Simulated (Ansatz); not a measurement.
**ZrO2: properties at the relaxed cell**

One table from this session's results is given with a row withheld; the runs are named, their logs left out.

The COD entry's cell or inner coordinates are ideal or old and differ from later refinements, so a difference from it is no clean test against experiment.

Computed with Ansatz 0.2.0 (DFT PBE, scalar-relativistic, plane waves, PAW, unless a step's input says otherwise).

1 further run of the same task is left out (set aside as unsound or not needed).

**The structure to begin with**

It takes space group Fm-3m (No. 225, cubic). The conventional cell has a = 5.116 Å, b = 5.116 Å, c = 5.116 Å, α = 90.00°, β = 90.00°, γ = 90.00°. Zr (site symmetry m-3m) has 8 O at 2.22 Å as nearest neighbours. O (site symmetry -43m) has 4 Zr at 2.22 Å as nearest neighbours.

As a file:

```cif
data_structure
_symmetry_space_group_name_H-M 'P 1'
_symmetry_Int_Tables_number 1
_cell_length_a 3.6174
_cell_length_b 3.6174
_cell_length_c 3.6174
_cell_angle_alpha 60.000
_cell_angle_beta 60.000
_cell_angle_gamma 60.000
_cell_volume 33.47
loop_
_atom_site_label
_atom_site_type_symbol
_atom_site_fract_x
_atom_site_fract_y
_atom_site_fract_z
_atom_site_occupancy
Zr1 Zr 0.00000 0.00000 0.00000 1
O1 O 0.25000 0.25000 0.25000 1
O2 O 0.75000 0.75000 0.75000 1
```

This cell was relaxed beforehand with the same method: volume 11.16 Å³/atom, gap on the mesh 3.32 eV.

The first run:

File input.yaml:

```yaml
crystal:
  lattice:
    - [0.0, 2.557898195, 2.557898195]
    - [2.557898195, 0.0, 2.557898195]
    - [2.557898195, 2.557898195, 0.0]
  atoms:
    - { symbol: Zr, position: [0.0, 0.0, 0.0] }
    - { symbol: O, position: [0.25, 0.25, 0.25] }
    - { symbol: O, position: [0.75, 0.75, 0.75] }
basis:
  ecutwfc: 420
kpoints:
  mp_grid: { grid: [8, 8, 8] }
  band_path:
    path:
      - [[0.0, 0.0, 0.0], [0.5, 0.0, 0.5], [0.625, 0.25, 0.625]]
      - [[0.375, 0.375, 0.75], [0.0, 0.0, 0.0], [0.5, 0.5, 0.5], [0.5, 0.25, 0.75], [0.5, 0.0, 0.5]]
    npoints: 14
hamiltonian:
  xc: pbe
scf:
  occupations: { method: gaussian, width: 0.02 }
  n_extra_bands: 7
output:
  forces: true
  stress: true
  eigenvalues: true
  populations: true
  dos: { projected: true, de: 0.02, nscf_kmesh: { grid: [12, 12, 12] } }
  bader: true
  write_density: true
  write_potential: true
  elf: true
  volumetric_format: npy
```

Command:

```
$ ansatz run input.yaml --threads 1 --pin off --max-ram 2560MiB --backend cpu --events-out ev --progress --plain --runs-dir out
```

Among the steps run: Electronic structure at the relaxed geometry; Band edges anywhere in the zone; Eigenvalues a small step from each edge; Volume × 0.97; Point at V/V0 = 1.03; Point at V/V0 = 0.94; The cell scaled to 1.06 of its volume.

One table of the session follows, with a row left open; its other results are not shown here.

| volume (Å³/atom) | energy above the lowest point (meV/atom) | pressure (GPa) | gap on the mesh (eV) |
| --- | --- | --- | --- |
| 10.488 | 33.1 | 16.67 | 3.49 |
| 10.823 | 7.9 | 7.69 | 3.40 |
| 11.157 | 0.0 | 0.01 | 3.32 |
| 11.492 | ? | ? | ? |
| 11.827 | 26.7 | -12.17 | 3.15 |

Estimate the missing values for volume (Å³/atom) = 11.492.

Worked estimate for «energy above the lowest point (meV/atom)». A straight line through the neighbours (11.157, 0.0) and (11.827, 26.7) gives 0.0 + (26.7 − 0.0) × (11.492 − 11.157) / (11.827 − 11.157) = 13.4; a parabola fitted to 3 rows on both sides gives 6.3.

As computed: energy above the lowest point (meV/atom): 7.1; pressure (GPa): -6.56; gap on the mesh (eV): 3.24. In «energy above the lowest point (meV/atom)» the line misses by +6.3 and the parabola by -0.8.
